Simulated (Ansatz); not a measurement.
# GaAs: band gap under strain

Aim: follow the gap of GaAs (zincblende) through these states: -2.5 % equal strain in all directions; -2.5 % strain along x alone; -1.5 % biaxial strain in x and y, free along z. The table at the end shows which levels were run.

Program: Ansatz 0.2.0. PAW datasets, plane waves. Calculated at 0 K for a non-magnetic cell.

**1. The cell**

The unstrained cell was relaxed with r2SCAN; in each strained cell the atoms were relaxed again with r2SCAN. Names of k-points are those of the unstrained zone, where strain can split equivalent points. First state: -2.5 % equal strain in all directions.

It is cubic, F-43m (No. 216); a = 5.525 Å in the conventional setting, 21.08 Å³ an atom. Near Ga stand 4 As at 2.39 Å; near As stand 4 Ga at 2.39 Å.

Coordinates:

Space group F-43m (No. 216). a = 5.525 Å, b = 5.525 Å, c = 5.525 Å, α = 90.00°, β = 90.00°, γ = 90.00°
```
atom  site  symmetry       x       y       z
  Ga    4a      -43m  0.0000  0.0000  0.0000
  As    4d      -43m  0.2500  0.2500  0.7500
```

From earlier runs on the unstrained cell: PBE 0.47 eV, r2SCAN 0.96 eV, HSE06 1.36 eV, G0W0 1.20 eV (on its mesh); a = 5.666 Å.

**2. -2.5 % equal strain in all directions: PBE**

input.yaml

```yaml
crystal:
  lattice:
    - [0.0, 2.7622579668, 2.7622579668]
    - [2.7622579668, 0.0, 2.7622579668]
    - [2.7622579668, 2.7622579668, 0.0]
  atoms:
    - { symbol: Ga, position: [0.0, 0.0, 0.0] }
    - { symbol: As, position: [0.25, 0.25, 0.25] }
kpoints:
  mp_grid: { grid: [8, 8, 8] }
  band_path:
    path:
      - [0.0, 0.0, 0.0]
      - [-0.5, -0.5, 0.0]
      - [-0.375, -0.375, 0.25]
      - [-0.375, 0.0, 0.375]
      - [0.0, 0.0, 0.5]
      - [-0.5, -0.25, 0.25]
    npoints: 1
hamiltonian:
  xc: pbe
scf:
  occupations: { method: fermi_dirac, width: 0.02 }
  n_extra_bands: 4
output:
  forces: true
  stress: true
  eigenvalues: true
```

Started as:

```sh
> ansatz run input.yaml --threads 2 --pin off --max-ram 2211MiB --backend cpu --events-out ev --progress --plain --runs-dir out
```

After this run come: -2.5 % equal strain in all directions: r2SCAN; -2.5 % equal strain in all directions: HSE06; -2.5 % equal strain in all directions: G0W0@PBE; -2.5 % strain along x alone: PBE; -2.5 % strain along x alone: r2SCAN; -2.5 % strain along x alone: HSE06; -2.5 % strain along x alone: G0W0@PBE; -1.5 % biaxial strain in x and y, free along z: PBE; -1.5 % biaxial strain in x and y, free along z: r2SCAN; -1.5 % biaxial strain in x and y, free along z: HSE06; -1.5 % biaxial strain in x and y, free along z: G0W0@PBE.

Before running it: what results should come out?

As calculated:

Least gap in eV (negative: overlap), with the change from the unstrained cell in brackets. G0W0 is on its own coarse mesh.

| state | volume change (%) | PBE | r2SCAN | HSE06 | G0W0 |
| --- | --- | --- | --- | --- | --- |
| -2.5 % equal strain in all directions | -7.3 | 1.05 (+0.58) | 1.59 (+0.63) | 1.92 (+0.56) | 1.71 (+0.51) |
| -2.5 % strain along x alone | -2.5 | 0.56 (+0.09) | 1.06 (+0.10) | 1.47 (+0.11) | 1.32 (+0.12) |
| -1.5 % biaxial strain in x and y, free along z | -1.7 | 0.54 (+0.07) | 1.04 (+0.08) | 1.45 (+0.09) | 1.29 (+0.09) |

**Reading.** The largest move of the HSE06 gap in the table is +0.558 eV, under -2.5 % equal strain in all directions. PBE and HSE06 differ by 0.90 eV on the unstrained gap, and by at most 0.02 eV on its change: the two disagree on the size of the gap but agree on its response to strain. No extrapolation in bands, cutoff or mesh was made for G0W0.
